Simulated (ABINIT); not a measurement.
Here is an ABINIT 10.8.3 (patched build) calculation.

Contents of run.abi:

```
ndtset 2

pp_dirpath "./"
pseudos "Ge.GGA_PBE-JTH.xml"

acell 3.9975858431 3.9975858432 6.59937795 Angstrom
rprim
     1.0000000000     0.0000000000     0.0000000000
    -0.5000000000     0.8660254038     0.0000000000
     0.0000000000     0.0000000000     1.0000000000
ntypat 1
znucl 32
natom 4
typat 1 1 1 1
xred
     0.3333333333     0.6666666667     0.9370987500
     0.6666666667     0.3333333333     0.4370987500
     0.3333333333     0.6666666667     0.5629012500
     0.6666666667     0.3333333333     0.0629012500

ecut 707.496042 eV
pawecutdg 48.0

ixc -497498
usekden 1
pawxcdev 0

occopt 3
tsmear 0.05 eV

nstep 100

iomode 3
prtwf 0
prteig 0
prtebands 0
enunit 1
prtden1 1
prtkden1 1
prtvha1 1
prtvclmb1 1
prtpot1 1

kptopt1 1
ngkpt1 7 7 3
nshiftk1 1
shiftk1 0.0 0.0 0.0
nband1 34
tolvrs1 1.0e-7

iscf2 -2
getden2 1
getkden2 1
nband2 40
nbdbuf2 4
tolwfr2 1.0e-11
kptopt2 -7
ndivsm2 6
prteig2 1
kptbounds2
     0.0000000000     0.0000000000     0.0000000000
     0.5000000000     0.0000000000     0.0000000000
     0.3333333333     0.3333333333     0.0000000000
     0.0000000000     0.0000000000     0.0000000000
     0.0000000000     0.0000000000     0.5000000000
     0.5000000000     0.0000000000     0.5000000000
     0.3333333333     0.3333333333     0.5000000000
     0.0000000000     0.0000000000     0.5000000000
```

Potentials or basis: JTH PAW PBE v2.0.

Command:

```bash
$ abinit run.abi > log 2>&1
```

Estimate the pressure.

0.2 GPa.

What does it give for the largest force?

0.011 eV/Å.

Predict the band gap along the path.

0.07 eV, direct.

Levels at the corners of the path, in eV from the valence-band top:
```tsv
point	band 25	band 26	band 27	band 28	band 29	band 30	band 31	band 32
Γ	-1.69	-0.29	0.00	0.00	0.07	0.24	2.31	2.31
M	-4.88	-3.35	-3.03	-1.66	0.64	1.83	3.74	3.86
K	-5.30	-3.73	-3.73	-3.46	1.58	4.82	4.82	5.36
Γ	-1.69	-0.29	0.00	0.00	0.07	0.24	2.31	2.31
A	-1.03	-1.03	-1.03	-1.03	0.85	0.85	3.49	3.49
L	-2.79	-2.79	-2.66	-2.66	0.63	0.63	2.29	2.29
H	-4.58	-4.58	-2.27	-2.27	1.41	1.41	4.33	4.33
A	-1.03	-1.03	-1.03	-1.03	0.85	0.85	3.49	3.49
```

Caveat: the PAW data sets were made with another functional, which shifts forces and pressure a little. r2SCAN opens gaps a little over a GGA but as a rule still falls short of measured ones.
